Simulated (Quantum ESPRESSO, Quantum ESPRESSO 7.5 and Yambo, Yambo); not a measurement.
**Beyond one shot: LiF (Griceite)**

Wanted: G0W0 and self-consistent gaps of LiF (Griceite), with the cost of the cycles.

Main program and level: Quantum ESPRESSO 7.5 and Yambo 5.3.0; PBE and many-body steps on it, plane waves.

### 1. The structure

The structure is cubic, space group Fm-3m (No. 225). Conventional cell: a = 4.028 Å, b = 4.028 Å, c = 4.028 Å, α = 90.00°, β = 90.00°, γ = 90.00°. Nearest to Li lie 6 F at 2.01 Å. Nearest to F lie 6 Li at 2.01 Å. Farther neighbours and most contacts between anions are not listed.

The cell and positions come from the Crystallography Open Database and are kept as given unless a step says otherwise.

### 2. Empty states on the mesh, 6×6×6 mesh, 73 bands

This step: Quantum ESPRESSO 7.5; DFT, PBE, plane waves, norm-conserving pseudopotentials.

The sums over transitions need many empty states on a uniform mesh; this step solves for them.

Input file pw.in:

```
&control
  calculation = 'nscf'
  prefix = 'x'
  outdir = 'o'
  pseudo_dir = 'pseudo'
/
&system
  ibrav = 0
  nat = 2
  ntyp = 2
  ecutwfc = 72.0
  nbnd = 73
  force_symmorphic = .true.
/
&electrons
  conv_thr = 1e-9
  electron_maxstep = 80
  diago_full_acc = .true.
  diago_thr_init = 5e-6
/
ATOMIC_SPECIES
  Li 6.94 Li.upf
  F 18.998 F.upf
CELL_PARAMETERS angstrom
  0.0000000000 2.0140000000 2.0140000000
  2.0140000000 0.0000000000 2.0140000000
  2.0140000000 2.0140000000 -0.0000000000
ATOMIC_POSITIONS crystal
  Li 0.0000000000 0.0000000000 0.0000000000
  F 0.5000000000 0.5000000000 0.5000000000
K_POINTS automatic
  6 6 6 0 0 0
```

Started as:

```bash
> OMP_NUM_THREADS=1 mpirun -n 4 pw.x -nk 4 -in pw.in > pw.out
```

The log of the run:

```text
Program PWSCF v.7.5 starts

     This program is part of the open-source Quantum ESPRESSO suite
     for quantum simulation of materials; please cite
         "P. Giannozzi et al., J. Phys.:Condens. Matter 21 395502 (2009);
         "P. Giannozzi et al., J. Phys.:Condens. Matter 29 465901 (2017);
         "P. Giannozzi et al., J. Chem. Phys. 152 154105 (2020);
     in publications or presentations arising from this work. More details at

     Atomic positions and unit cell read from directory:
     o/x.save/

     Message from routine setup:
[...]
156.3274

          k = 0.2357 0.2357-0.2357 (  1149 PWs)   bands (ev):

[...]
120.5203 120.5203 121.3153 126.0143 126.0143 126.9456 131.9498 131.9498
   133.1211 135.3560 135.3560 138.1893 142.4081 142.4081 143.4775 145.8111
   145.8111

          k =-0.3536-0.3536 0.3536 (  1158 PWs)   bands (ev):

     [... further k-points ...]

     highest occupied, lowest unoccupied level (ev):     0.9065   10.0211

     XML data file, pseudopotentials, collected wavefunctions

=------------------------------------------------------------------------------=
   JOB DONE.
=------------------------------------------------------------------------------=
```

Wall time 2.6 s (4 MPI ranks of Arm Neoverse V1, shared host); peak memory 0.2 GiB.

Numbers from this step:

* gap: 9.115 eV
* k of the valence top: 0, 0, 0
* k of the conduction bottom: 0, 0, 0
* least direct gap: 9.115 eV
* k points computed: 16
* lowest point of the top converged band, above the valence top: 140.1423 eV

On this mesh the gap is 9.115 eV.

The density comes from a self-consistent run that is not shown.

### 3. Conversion and set-up

This step: Yambo 5.3.0; conversion and set-up on PBE, plane waves, norm-conserving pseudopotentials.

The states are converted to the many-body program's format and the q mesh is built.

Started as:

```bash
> (cd o/x.save; p2y > p2y.log; mv SAVE ../..); yambo > setup.log
```

The log of the run:

```text
 Yambo, version 5.3.0

 [02] CORE Variables Setup
 =========================

  [02.01] Unit cells
  ==================

  Cell kind             :  FCC
  Atoms in the cell     :  Li  F
  number of Li atoms    :  1
  number of F  atoms    :  1

  List of atomic masses
  Mass of Li    :  6.940000
  Mass of F     :  18.99800

  List of atomic coordinates    : [cc]
  Li1       :  0.000000  0.000000  0.000000  order 1
  F1       :  3.805908  3.805908  3.805908  order 2

  Alat factors          :  3.805908  3.805908  3.805908 [a.u.]
  Direct lattice volume :  110.2567 [a.u.]
[...]
Q [ 1]         [rlu]:  0.000000  0.000000  0.000000
 Q [ 2]         [rlu]: -0.30302E-17 -0.30302E-17  0.16667
 Q [ 3]         [rlu]: -0.60604E-17 -0.60604E-17  0.33333
[...]
Q [ 8]         [rlu]:  0.17894E-16  0.16667     -0.33333
 Q [ 9]         [rlu]:  0.19124E-18  0.16667     -0.16667
 Q [10]         [rlu]:  0.14742E-17  0.33333      0.33333
     [... 4 further rows ...]
 Q [15]         [rlu]:  0.166667  0.333333 -0.333333
 Q [16]         [rlu]:  0.166667 -0.500000 -0.333333

  [03.01] X indexes
  =================

   [03.01.01] Sigma indexes
   ========================

 [06] Game Over & Game summary
```

Elapsed: 1.9 s, on 1 MPI rank; peak memory 0.24 GiB.

### 4. G0W0

Now the one-shot GW correction: screening in the RPA, then the self-energy of the levels asked for.

This step: G0W0 on PBE, plane waves, norm-conserving pseudopotentials.

Input file gw1.in:

```
HF_and_locXC
gw0
dyson
ppa
em1d
rim_cut
RandQpts= 1000000
RandGvec= 1 RL
EXXRLvcs= 72 Ry
VXCRLvcs= 288 Ry
Chimod= "HARTREE"
% BndsRnXp
 1 | 73 |
%
NGsBlkXp= 15.5 Ry
% LongDrXp
 1 | 1 | 1 |
%
% GbndRnge
 1 | 73 |
%
DysSolver= "n"
ExtendOut
PPAPntXp= 27.21138 eV
% QPkrange
 1 | 1 | 4 | 7 |
%
```

Started as:

```bash
> OMP_NUM_THREADS=1 mpirun -n 4 yambo -F gw1.in -J gw1 -C gw1 > gw1.log
```

The log of the run:

```text
 Yambo, version 5.3.0

 [02] CORE Variables Setup
 =========================

  [... cell, symmetries and grids as in the set-up ...]

  [02.05] Energies & Occupations
  ==============================

  [X] === General ===
  [X] Electronic Temperature                        :  0.000000  0.000000 [eV K]
  [X] Bosonic    Temperature                        :  0.000000  0.000000 [eV K]
  [X] Finite Temperature mode                       : no
  [X] El. density                                   :  0.61206E+24 [cm-3]
  [X] Fermi Level                                   :  0.906508 [eV]

  [X] === Gaps and Widths ===
  [X] Conduction Band Min                           :  9.114627 [eV]
  [X] Valence Band Max                              :  0.000000 [eV]
  [X] Filled Bands                                  :   5
  [X] Empty Bands                                   :    6   73
  [X] Direct Gap                                    :  9.114627 [eV]
  [X] Direct Gap localized at k                     :  1
  [X] Indirect Gap                                  :  9.114627 [eV]
  [X] Indirect Gap between kpts                     :  1  1
  [X] Last valence band width                       :  0.989798 [eV]
  [X] 1st conduction band width                     :  5.782385 [eV]

 [03] Transferred momenta grid and indexing
 ==========================================

 IBZ Q-points                                      :  16
 BZ  Q-points                                      :  216

 K/Q-points units:
 rlu = crystal or reduced units; cc = cartesian coordinates; iku = interal k-units

 Q [ 1]         [rlu]:  0.000000  0.000000  0.000000
 Q [ 2]         [rlu]: -0.30302E-17 -0.30302E-17  0.16667
 Q [ 3]         [rlu]: -0.60604E-17 -0.60604E-17  0.33333
 Q [ 4]         [rlu]:  0.17894E-16  0.17894E-16 -0.50000
 Q [ 5]         [rlu]: -0.16075E-16  0.16667      0.16667
 Q [ 6]         [rlu]: -0.30302E-17  0.16667      0.33333
 Q [ 7]         [rlu]:  0.35024E-16  0.16667      0.50000
 Q [ 8]         [rlu]:  0.17894E-16  0.16667     -0.33333
 Q [ 9]         [rlu]:  0.19124E-18  0.16667     -0.16667
 Q [10]         [rlu]:  0.14742E-17  0.33333      0.33333
     [... 4 further rows ...]
 Q [15]         [rlu]:  0.166667  0.333333 -0.333333
 Q [16]         [rlu]:  0.166667 -0.500000 -0.333333

 [04] Coloumb potential Random Integration (RIM)
 ===============================================

  [04.01] RIM initialization
  ==========================

  * Diagonal components only detected *

  8 x (sBL volume)        :  0.083324 [a.u.]
  sBZ random points       :  1000000
  Points outside the sBZ  :   7968281
  RL volume               :  2.249752 [a.u.]
  Integrated volume       :  2.258707 [a.u.]

  [04.02] RIM integrals
  =====================

  Gamma point sphere radius             :  0.079227 [a.u.]
  Points outside the sphere             :   800476
  [Int_sBZ(q=0) 1/q^2]*(Vol_sBZ)^(-1/3) =:  7.776341
                                 should be <:  7.795600

  Summary of Coulomb integrals for non-metallic bands |Q|[au] RIM/Bare

  Q [1] 0.100000E-4 0.997530 * Q [2] 0.238287 1.068455
  Q [5] 0.275150 1.068048 * Q [9] 0.389122 1.030576
  Q [6] 0.456285 1.023062 * Q [3] 0.476575 1.020347
  Q [10] 0.550301 1.017473 * Q [8] 0.599677 1.014899
  Q [14] 0.615255 1.014291 * Q [7] 0.673978 1.012332
  Q [11] 0.714862 1.011668 * Q [4] 0.714862 1.011475
  Q [12] 0.778243 1.010572 * Q [15] 0.813906 1.009976
  Q [13] 0.825451 1.009456 * Q [16] 0.870102 1.008801

 [05] Dipoles
 ============

  [05.01] Setup: observables and procedures
  =========================================

 [06] Dynamic Dielectric Matrix (PPA)
 ====================================

 [WR./gw1//ndb.pp]---------------------------------------------------------------
  Brillouin Zone Q/K grids (IBZ/BZ)                :   16  216   16  216
  RL vectors                                       :  1639 [WF]
  Coulomb cutoff potential                         : none
  Electronic Temperature                           :  0.000000 [K]
  Bosonic    Temperature                           :  0.000000 [K]
  PPA    diel. fun.  energies                      : Perdew, Burke & Ernzerhof(X)+Perdew, Burke & Ernzerhof(C)
  wavefunctions                                    : Perdew, Burke & Ernzerhof(X)+Perdew, Burke & Ernzerhof(C)
  Global Gauge                                     : length
  X matrix size                                    :  137
  X band range                                     :    1   73
  X e/h energy range                               : -1.000000 -1.000000 [eV]
  X Time ordering                                  : R
  X Hxc Kernel                                     : HARTREE
  X Drude frequency                                :  0.000000  0.000000
  X poles                                          :  100.0000 [o/o]
  RL vectors in the sum                            :  1639
  [r,Vnl] included                                 : yes
  Field direction                                  :  0.577350E-5  0.577350E-5  0.577350E-5
  BZ energy Double Grid                            : no
  BZ energy DbGd points                            : 0
  BZ Q point size factor                           : -1.000000
  X Optical Averaged directions                    : none

 [07] Local Exchange-Correlation + Non-Local Fock
 ================================================

 [VXC] Plane waves :   9185
 [EXS] Plane waves :  1211

 QP @ state[ 1 ] K range:  1  1
 QP @ state[ 1 ] b range:   4   7

 [xc] Functional : Perdew, Burke & Ernzerhof(X)+Perdew, Burke & Ernzerhof(C)
 [xc] LIBXC used to calculate xc functional
  PP Number of Atomic Species                      :  2
  NLCC RL compoments                               :   9185
  PP Number of Atomic Species                      :  2
  NLCC RL compoments                               :   9185

 [xc] E_xc :  -6.404321 [Ha]
      E_xc :  -12.80864 [Ry]

  Local XC kind (lXC) : Perdew, Burke & Ernzerhof(X)+Perdew, Burke & Ernzerhof(C)
  Non-Local XC kind (nlXC) : Hartree-Fock

  Corrections @ K [1] :  [eV]
 <4|nlXC|4> = -30.70286  0.23948E-16 <4|lXC|4> = -23.05350 -0.18882E-15
 <5|nlXC|5> = -30.70275  0.38867E-16 <5|lXC|5> = -23.05350  0.79540E-21
 <6|nlXC|6> = -6.620590 -0.34957E-18 <6|lXC|6> = -11.45039 -0.18878E-15
 <7|nlXC|7> = -3.082068 -0.16334E-18 <7|lXC|7> = -10.01124  0.93648E-19

 [08] Dyson equation: Newton solver
 ==================================

  [08.01] G0W0 (W PPA)
  ====================

  [  GW  ] Bands range     :    1   73
  [GW/PPA] G damping       :  0.100000 [eV]

  QP @ state[ 1 ] K range:  1  1
  QP @ state[ 1 ] b range:   4   7

   Sc/G bands                                       :    1   73
   Sc/G damping                                     :  0.100000 ev
   Sc bands terminator                              : no
   Sx RL components                                 :  1211

   QP @ state[ 1 ] K range                          :  1  1
   QP @ state[ 1 ] b range                          :   4   7
   GF energies kind                                 : Perdew, Burke & Ernzerhof(X)+Perdew, Burke & Ernzerhof(C)
   GF WF`s kind                                     : Perdew, Burke & Ernzerhof(X)+Perdew, Burke & Ernzerhof(C)
   Xs energies kind                                 : Perdew, Burke & Ernzerhof(X)+Perdew, Burke & Ernzerhof(C)
   Xs WF`s kind                                     : Perdew, Burke & Ernzerhof(X)+Perdew, Burke & Ernzerhof(C)

 [11] Game Over & Game summary
```

Run time: 60 s. Hardware: 4 MPI ranks; peak memory 1.2 GiB.

Numbers from this step:

```
G0W0 gap on the points computed              : 13.31 eV
starting gap on the mesh                     : 9.115 eV
k of the valence top                         : 0, 0, 0
k of the conduction bottom                   : 0, 0, 0
least direct G0W0 gap on the computed points : 13.31 eV
Z at the valence top                         : 0.8273
Z at the conduction bottom                   : 0.8908
```

The gap on the mesh goes from 9.11 eV to 13.31 eV, a correction of +4.19 eV.

### 5. evGW0, cycle 1

This step: evGW0 on PBE, plane waves, norm-conserving pseudopotentials.

gw3.in, as its differences from gw1.in of step 4:

```diff
@@ -25,3 +25,4 @@
 % QPkrange
- 1 | 1 | 4 | 7 |
+ 1 | 16 | 3 | 9 |
 %
+GfnQPdb= "E < ./gw2/ndb.QP"
```

Started as:

```bash
> OMP_NUM_THREADS=1 mpirun -n 4 yambo -F gw3.in -J gw3,gw1_W -C gw3 > gw3.log
```

The log of the run:

```text
 Yambo, version 5.3.0

 [02] CORE Variables Setup
 =========================

  [... cell, symmetries and grids as in the set-up ...]

  [02.05] Energies & Occupations
  ==============================

  [X] === General ===
  [X] Electronic Temperature                        :  0.000000  0.000000 [eV K]
  [X] Bosonic    Temperature                        :  0.000000  0.000000 [eV K]
  [X] Finite Temperature mode                       : no
  [X] El. density                                   :  0.61206E+24 [cm-3]
  [X] Fermi Level                                   :  0.906508 [eV]

  [X] === Gaps and Widths ===
  [X] Conduction Band Min                           :  9.114627 [eV]
  [X] Valence Band Max                              :  0.000000 [eV]
  [X] Filled Bands                                  :   5
  [X] Empty Bands                                   :    6   73
  [X] Direct Gap                                    :  9.114627 [eV]
  [X] Direct Gap localized at k                     :  1
  [X] Indirect Gap                                  :  9.114627 [eV]
  [X] Indirect Gap between kpts                     :  1  1
  [X] Last valence band width                       :  0.989798 [eV]
  [X] 1st conduction band width                     :  5.782385 [eV]

 [03] Transferred momenta grid and indexing
 ==========================================

 IBZ Q-points                                      :  16
 BZ  Q-points                                      :  216

 K/Q-points units:
 rlu = crystal or reduced units; cc = cartesian coordinates; iku = interal k-units

 Q [ 1]         [rlu]:  0.000000  0.000000  0.000000
 Q [ 2]         [rlu]: -0.30302E-17 -0.30302E-17  0.16667
 Q [ 3]         [rlu]: -0.60604E-17 -0.60604E-17  0.33333
[...]
[G+QP] Direct Gap                                 :  13.30808 [eV]
  [G+QP] Direct Gap localized at k                  :  1
  [G+QP] Indirect Gap                               :  13.30808 [eV]
  [G+QP] Indirect Gap between kpts                  :  1  1
  [G+QP] Last valence band width                    :  1.226282 [eV]
  [G+QP] 1st conduction band width                  :  6.729429 [eV]

  [coarse-grid] Minimum Bare Gap        [ev]:  9.114627
  [coarse-grid] Minimum Gap Correction  [ev]:  4.193451

  Eqp @ K [ 1]
   -49.7473     -24.2373    -0.232192E-3 -0.255910E-3   0.00000      13.3081      29.0971      29.0989
   29.09881  29.42835  29.42835  29.42835  32.51829  36.88363  36.88363  50.77190
  Eqp @ K [ 2]
  -49.72962 -24.11319  -0.89172  -0.07492  -0.07477  14.14313  24.14695  26.57666
[...]
Eqp @ K [ 3]
[...]
Eqp @ K [ 8]
[...]
Eqp @ K [ 9]
[...]
24.16468  32.42806  33.27050  40.86531  41.94426  44.60237  44.77021  50.70263
   24.49380  29.00857  36.98063  39.35569  43.61482  47.42955  47.91966  48.75665

 [07] Dipoles
 ============

  [07.01] Setup: observables and procedures
  =========================================

 [08] Dynamic Dielectric Matrix (PPA)
 ====================================

   Sc/G bands                                       :    1   73
   Sc/G damping                                     :  0.100000 ev
   Sc bands terminator                              : no
   Sx RL components                                 :  1211

   QP @ state[ 1 ] K range                          :   1  16
   QP @ state[ 1 ] b range                          :   3   9
   GF energies kind                                 : Perdew, Burke & Ernzerhof(X)+Perdew, Burke & Ernzerhof(C)+ E < ./gw2/ndb.QP + @E Fit
   GF WF`s kind                                     : Perdew, Burke & Ernzerhof(X)+Perdew, Burke & Ernzerhof(C)
   Xs energies kind                                 : Perdew, Burke & Ernzerhof(X)+Perdew, Burke & Ernzerhof(C)
   Xs WF`s kind                                     : Perdew, Burke & Ernzerhof(X)+Perdew, Burke & Ernzerhof(C)

 [13] Game Over & Game summary
```

Elapsed: 5.9 min, on 4 MPI ranks; peak memory 1.2 GiB.

Numbers from this step:

```
quasiparticle gap on the mesh                         : 13.68 eV
gap of the density functional on the mesh             : 9.115 eV
k of the valence top                                  : 0, 0, 0
k of the conduction bottom                            : 0, 0, 0
least direct quasiparticle gap on the computed points : 13.68 eV
Z at the valence top                                  : 0.8318
Z at the conduction bottom                            : 0.9111
```

Against G0W0 in Yambo (6×6×6 mesh, 73 bands, screening to 210.9 eV, Godby-Needs plasmon pole), the gap moves by +0.377 eV.

The program's own table gives 14.057 eV, which is too large where the input levels are shifted: this version takes Σc at the unshifted level E₀, yet steps from the shifted one. The value above is the Newton step from E₀, E₀ + Z(Σc + Σx − Vxc), rebuilt from the printed columns.

### 6. evGW0, cycle 2

The corrected levels of the last cycle go back in.

gw4.in, as its differences from gw3.in of step 5:

```diff
@@ -27,2 +27,2 @@
 %
-GfnQPdb= "E < ./gw2/ndb.QP"
+GfnQPdb= "E < ./gw3_fix/ndb.QP"
```

Started as:

```bash
> OMP_NUM_THREADS=1 mpirun -n 4 yambo -F gw4.in -J gw4,gw1_W -C gw4 > gw4.log
```

The log of the run:

```text
 Yambo, version 5.3.0

 [02] CORE Variables Setup
 =========================

  [... cell, symmetries and grids as in the set-up ...]

  [02.05] Energies & Occupations
  ==============================

  [X] === General ===
  [X] Electronic Temperature                        :  0.000000  0.000000 [eV K]
  [X] Bosonic    Temperature                        :  0.000000  0.000000 [eV K]
  [X] Finite Temperature mode                       : no
  [X] El. density                                   :  0.61206E+24 [cm-3]
[...]
Sx RL components                                 :  1211

   QP @ state[ 1 ] K range                          :   1  16
   QP @ state[ 1 ] b range                          :   3   9
   GF energies kind                                 : Perdew, Burke & Ernzerhof(X)+Perdew, Burke & Ernzerhof(C)+ E < ./gw2/ndb.QP + @E Fit+ E < ./gw3_fix/
   GF WF`s kind                                     : Perdew, Burke & Ernzerhof(X)+Perdew, Burke & Ernzerhof(C)
   Xs energies kind                                 : Perdew, Burke & Ernzerhof(X)+Perdew, Burke & Ernzerhof(C)
   Xs WF`s kind                                     : Perdew, Burke & Ernzerhof(X)+Perdew, Burke & Ernzerhof(C)

 [13] Game Over & Game summary
```

The job ended after 6 min (4 MPI ranks; peak memory 1.2 GiB).

This step gave:

```yaml
quasiparticle_gap_on_the_mesh: 13.71 eV
gap_of_the_density_functional_on_the_mesh: 9.115 eV
k_of_the_valence_top: 0, 0, 0
k_of_the_conduction_bottom: 0, 0, 0
least_direct_quasiparticle_gap_on_the_computed_points: 13.71 eV
```

Against the cycle before, the gap moves by +0.029 eV.

The program's own table gives 14.113 eV, which is too large where the input levels are shifted: this version takes Σc at the unshifted level E₀, yet steps from the shifted one. The value above is the Newton step from E₀, E₀ + Z(Σc + Σx − Vxc), rebuilt from the printed columns.

(Continued in part 2 of 2.)

[Paths, hosts, dates, memory and timing lines, banners, echoed tables and standing remarks are left out of the program output.]

[Logs are printed without paths, hosts, clocks, repeated set-up lines and the standing remarks that a program may print on its own settings, such as how far it seeks lower states.]

[Runs of the session that timed out or met a known fault of the program may be left out.]

[Hosts, paths, dates, database ids (printed as entryN), source tags and the programs' standing remarks are cut or masked in the printed files.]
